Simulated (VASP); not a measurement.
# H (I4/mmm) in VASP: a series of runs

Runs on H. Level: PBE. Tasks: single point.

Everything below comes from runs of VASP 6.6.1. Logs are shortened: lines on timing, memory, paths and dates and some standing lists are left out, and cuts for length are marked.

**1. The structure**

It takes space group I4/mmm (No. 139, tetragonal). The conventional cell has a = 3.383 Å, b = 3.383 Å, c = 4.117 Å, α = 90.00°, β = 90.00°, γ = 90.00°. H (site symmetry 4mm) has 1 H at 0.74 Å as nearest neighbours.

**2. Single point, PBE**

INCAR

```
SYSTEM = H
  PREC = Accurate
  ENCUT = 900
  EDIFF = 1E-8
  ISMEAR = 0
  SIGMA = 0.02
  LREAL = .FALSE.
  LASPH = .TRUE.
  NELM = 100
  ALGO = Normal
  ISIF = 2
  LWAVE = .FALSE.
  LCHARG = .FALSE.
  GGA = PE
  ADDGRID = .FALSE.
```

KPOINTS

```
Automatic mesh
0
G
  8 8 8
  0 0 0
```

POSCAR

```
H
1.0
   -1.6915344700      1.6915344700      2.0584739900
    1.6915344700     -1.6915344700      2.0584739900
    1.6915344700      1.6915344700     -2.0584739900
H
2
Direct
    0.0901377100      0.0901377100      0.0000000000
    0.9098622900      0.9098622900      0.0000000000
```

Potentials or basis: VASP PAW PBE potentials, release 64 (H).

Command:

```
$ cat potpaw_PBE.64/H/POTCAR > POTCAR
$ mpirun -np 1 vasp_std > vasp.out
```

OUTCAR:

```text
SYSTEM = H
   PREC = Accurate
   ENCUT = 900
   EDIFF = 1E-8
   ISMEAR = 0
   LREAL = .FALSE.
   LASPH = .TRUE.
   NELM = 100
   ISIF = 2
   GGA = PE

 ion  position               nearest neighbor table
   1  0.090  0.090  0.000-   2 0.74
   2  0.910  0.910  0.000-   1 0.74

  LATTYP: Found a body centered tetragonal cell.
 ALAT       =     3.3830689400
 C/A-ratio  =     1.2169270130

  Lattice vectors:

 A1 = (  -1.6915344700,   1.6915344700,   2.0584739900)
 A2 = (   1.6915344700,  -1.6915344700,   2.0584739900)
 A3 = (   1.6915344700,   1.6915344700,  -2.0584739900)

Analysis of symmetry for initial positions (statically):
=====================================================================
 Subroutine PRICEL returns:
 Original cell was already a primitive cell.

 Routine SETGRP: Setting up the symmetry group for a
 body centered tetragonal supercell.

 Subroutine GETGRP returns: Found 16 space group operations
 (whereof 16 operations were pure point group operations)
 out of a pool of 16 trial point group operations.

The static configuration has the point symmetry D_4h.

Analysis of symmetry for dynamics (positions and initial velocities):
=====================================================================
 Subroutine PRICEL returns:
 Original cell was already a primitive cell.

 Routine SETGRP: Setting up the symmetry group for a
 body centered tetragonal supercell.

 Subroutine GETGRP returns: Found 16 space group operations
 (whereof 16 operations were pure point group operations)
 out of a pool of 16 trial point group operations.

The dynamic configuration has the point symmetry D_4h.

 Subroutine INISYM returns: Found 16 space group operations
 (whereof 16 operations are pure point group operations),
 and found     1 'primitive' translations

----------------------------------------------------------------------------------------

                                     Primitive cell

  volume of cell :      23.5596

  direct lattice vectors                    reciprocal lattice vectors
    -1.691534470  1.691534470  2.058473990     0.000000000  0.295589602  0.242898381
     1.691534470 -1.691534470  2.058473990     0.295589602  0.000000000  0.242898381
     1.691534470  1.691534470 -2.058473990     0.295589602  0.295589602  0.000000000

  length of vectors
     3.155929799  3.155929799  3.155929799     0.382587031  0.382587031  0.418026823

  position of ions in fractional coordinates (direct lattice)
     0.090137710  0.090137710  0.000000000
     0.909862290  0.909862290  0.000000000
[... 79 lines left out ...]
   EDIFFG = 0.1E-06   stopping-criterion for IOM
   NSW    =      0    number of steps for IOM
   IBRION =     -1    ionic relax: 0-MD 1-quasi-New 2-CG
   NFREE  =      0    steps in history (QN), initial steepest desc. (CG)
   ISIF   =      2    stress and relaxation
   ISYM   =      2    0-nonsym 1-usesym 2-fastsym
   POTIM  = 0.5000    time-step for ionic-motion
   TEBEG  =    0.0;   TEEND  =   0.0 temperature during run
   PSTRESS=    0.0 pullay stress
   NELECT =       2.0000    total number of electrons
   NUPDOWN=      -1.0000    fix difference up-down
   EMIN   =  10.00;   EMAX   =-10.00  energy-range for DOS
   EFERMI =   0.00;   METHOD = LEGACY
   ISMEAR =     0;   SIGMA  =   0.02  broadening in eV -4-tet -1-fermi 0-gaus
   EFERMI_NEDOS =   21; number of points for ismear=-14 and -15
   IALGO  =     38    algorithm
   IMIX   =      4    mixing-type and parameters
     AMIX     =   0.40;   BMIX     =  1.00
     AMIX_MAG =   1.60;   BMIX_MAG =  1.00
  volume/ion in A,a.u.               =      11.78        79.49
  Fermi-wavevector in a.u.,A,eV,Ry     =   0.719497  1.359653  7.043413  0.517676
  Thomas-Fermi vector in A             =   1.808708
   LORBIT       =      0    0 simple, 1 ext, 2 COOP (PROOUT), +10 PAW based schemes
   GGA     = PE    functional components
   LHFCALC =     F    Hartree Fock is set to
   AEXX    =    0.0000 exact exchange contribution
   IVDW    =     0    specifies the selected vdW correction
   LEPSILON=     F    determine dielectric tensor
   LRPA    =     F    only Hartree local field effects (RPA)
 non-spin polarized calculation
 Gauss-broadening in eV      SIGMA  =   0.02
  energy-cutoff  :      900.00
  volume of cell :       23.56
 maximum number of plane-waves:      1462
   NGX = 15   NGY = 15   NGZ = 15

 number of electron       2.0000000 magnetization

 Free energy of the ion-electron system (eV)
  ---------------------------------------------------
  ext. energy  EPLUGINS =         0.00000000
  ---------------------------------------------------
  free energy    TOTEN  =        -6.78356104 eV

  energy without entropy =       -6.78356104  energy(sigma->0) =       -6.78356104

 E-fermi :  -8.0593     XC(G=0):  -5.3441

 val. band max:       -8.1581784447   @ k =   0.5000   0.5000   0.5000
 cond. band min:       0.7806587021   @ k =   0.5000   0.0000   0.0000
 fundamental gap:      8.9388371468
 Fermi energy:        -8.0593128017

 k-point     1 :       0.0000    0.0000    0.0000
  band No.  band energies     occupation
      1     -10.5229      2.00000
      2       5.4440      0.00000
      3       8.9313      0.00000
      4      15.3787      0.00000
      5      15.3787      0.00000
[... 177 lines left out ...]
 k-point    24 :       0.3750    0.1250    0.1250
  band No.  band energies     occupation
      1      -8.8082      2.00000
      2       1.5339      0.00000
      3       6.1910      0.00000
      4       7.7177      0.00000
      5      15.1950      0.00000

 [... further k-points ...]

------------------------ aborting loop because EDIFF is reached ----------------------------------------

  FORCE on cell =-STRESS in cart. coord.  units (eV):
  Direction    XX          YY          ZZ          XY          YZ          ZX
  --------------------------------------------------------------------------------------
  -------------------------------------------------------------------------------------
  Total        0.0536333      0.0536333      0.2501721      0.0000000      0.0000000      0.0000000
  in kB        3.6473555      3.6473555     17.0130609      0.0000000      0.0000000      0.0000000
  external PRESSURE =       8.1025906 kB  Pullay stress =       0.0000000 kB

 VOLUME and BASIS-vectors are now :
 -----------------------------------------------------------------------------
  energy-cutoff  :      900.00
  volume of cell :       23.56
      direct lattice vectors                 reciprocal lattice vectors
    -1.691534470  1.691534470  2.058473990     0.000000000  0.295589602  0.242898381
     1.691534470 -1.691534470  2.058473990     0.295589602  0.000000000  0.242898381
     1.691534470  1.691534470 -2.058473990     0.295589602  0.295589602  0.000000000

 POSITION                                       TOTAL-FORCE (eV/Angst)
 -----------------------------------------------------------------------------------
      0.00000      0.00000      0.37109        -0.000000     -0.000000      0.254058
      0.00000      0.00000      3.74586         0.000000      0.000000     -0.254058
 -----------------------------------------------------------------------------------
    total drift:                               -0.000000     -0.000000      0.000000

  FREE ENERGIE OF THE ION-ELECTRON SYSTEM (eV)
  ---------------------------------------------------
  free  energy   TOTEN  =        -6.7835610406 eV

  energy  without entropy=       -6.7835610406  energy(sigma->0) =       -6.78356104
```

OSZICAR:

```text
N       E                     dE             d eps       ncg     rms          rms(c)
DAV:   1    -0.687716128465E+01   -0.68772E+01   -0.69082E+02   590   0.412E+02
DAV:   2    -0.735633134083E+01   -0.47917E+00   -0.47917E+00   795   0.175E+01
DAV:   3    -0.735779871878E+01   -0.14674E-02   -0.14674E-02   695   0.101E+00
DAV:   4    -0.735780156778E+01   -0.28490E-05   -0.28490E-05   760   0.480E-02
DAV:   5    -0.735780157249E+01   -0.47108E-08   -0.47108E-08   720   0.160E-03    0.447E+00
DAV:   6    -0.696534247244E+01    0.39246E+00   -0.20821E-01   615   0.217E+00    0.244E+00
DAV:   7    -0.678001833759E+01    0.18532E+00   -0.46042E-01   620   0.342E+00    0.280E-01
DAV:   8    -0.678453185565E+01   -0.45135E-02   -0.91541E-03   630   0.598E-01    0.176E-01
DAV:   9    -0.678354979355E+01    0.98206E-03   -0.24177E-03   600   0.288E-01    0.127E-02
DAV:  10    -0.678355607135E+01   -0.62778E-05   -0.38705E-05   685   0.554E-02    0.418E-03
DAV:  11    -0.678356085965E+01   -0.47883E-05   -0.54536E-06   650   0.267E-02    0.235E-03
DAV:  12    -0.678356099676E+01   -0.13711E-06   -0.10856E-07   680   0.320E-03    0.581E-04
DAV:  13    -0.678356103515E+01   -0.38395E-07   -0.37780E-08   620   0.184E-03    0.307E-04
DAV:  14    -0.678356104062E+01   -0.54678E-08   -0.45853E-09   520   0.378E-04
   1 F= -.67835610E+01 E0= -.67835610E+01  d E =-.537958E-15
```

stdout:

```text
POSCAR found type information on POSCAR H
 POSCAR found :  1 types and       2 ions
 scaLAPACK will be used
 LDA part: xc-table for (Slater+PW92), standard interpolation
 POSCAR, INCAR and KPOINTS ok, starting setup
 FFT: planning ... GRIDC
 FFT: planning ... GRID_SOFT
 FFT: planning ... GRID
 WAVECAR not read
 entering main loop
```

It took 6.5 s on 1 thread of Intel Xeon Platinum 8488C (Sapphire Rapids), shared host; peak memory 0.16 GiB.

Results:

```yaml
Free_energy: -6.7836 eV
Pressure: 0.8 GPa
Largest_force: 0.254 eV/Å
Band_gap_on_the_k_mesh: 8.94 eV, indirect (least direct gap 9.75 eV)
```

Forces in eV/Å, atoms in the order of the input:
```
H    0.000  0.000  0.254
H    0.000  0.000 -0.254
```

A k mesh can miss the band edges. A hybrid or GW would open this gap; PBE tends to underestimate it.

**3. Single point, PBE**

INCAR is that of step 2.

KPOINTS is that of step 2.

POSCAR

```
H
1.0
   -1.6915344700      1.6915344700      2.0584739900
    1.6915344700     -1.6915344700      2.0584739900
    1.6915344700      1.6915344700     -2.0584739900
H
2
Direct
    0.0961830000      0.0949540000      0.0224580000
    0.9170920000      0.8909110000      0.0100700000
```

Potentials or basis: VASP PAW PBE potentials, release 64 (H).

Command:

```
$ cat potpaw_PBE.64/H/POTCAR > POTCAR
$ mpirun -np 1 vasp_std > vasp.out
```

Wall time 21 s (1 thread of Intel Xeon Platinum 8488C (Sapphire Rapids), shared host); peak memory 0.2 GiB.

It converged, with:

- Free energy: -6.7797 eV
- Pressure: -0.5 GPa
- Largest force: 0.548 eV/Å
- Band gap on the k mesh: 8.50 eV, indirect (least direct gap 9.31 eV)

Forces on the atoms (eV/Å):
```
H   -0.049  0.016 -0.545
H    0.049 -0.016  0.545
```

Stress tensor (GPa, compression positive):
```
 0.36  0.01 -0.25
 0.01  0.38  0.08
-0.25  0.08 -2.39
```

Levels at points of the mesh, in eV from the valence-band top:
```csv
k point,band 1,band 2,band 3,band 4
"(0.00, 0.00, 0.00)",-2.44,13.58,16.62,23.37
"(0.50, 0.00, 0.00)",-0.85,8.74,16.87,18.29
"(0.00, 0.50, 0.00)",-0.81,8.50,16.79,18.86
"(0.00, 0.50, 0.50)",-0.83,8.62,16.83,18.55
"(0.50, 0.00, 0.50)",-0.87,8.86,16.90,18.05
"(0.50, 0.50, 0.00)",-0.63,10.49,13.71,16.12
"(0.00, 0.00, 0.50)",-0.63,10.52,13.68,16.13
"(0.50, 0.50, 0.50)",0.00,9.82,15.37,15.96
```
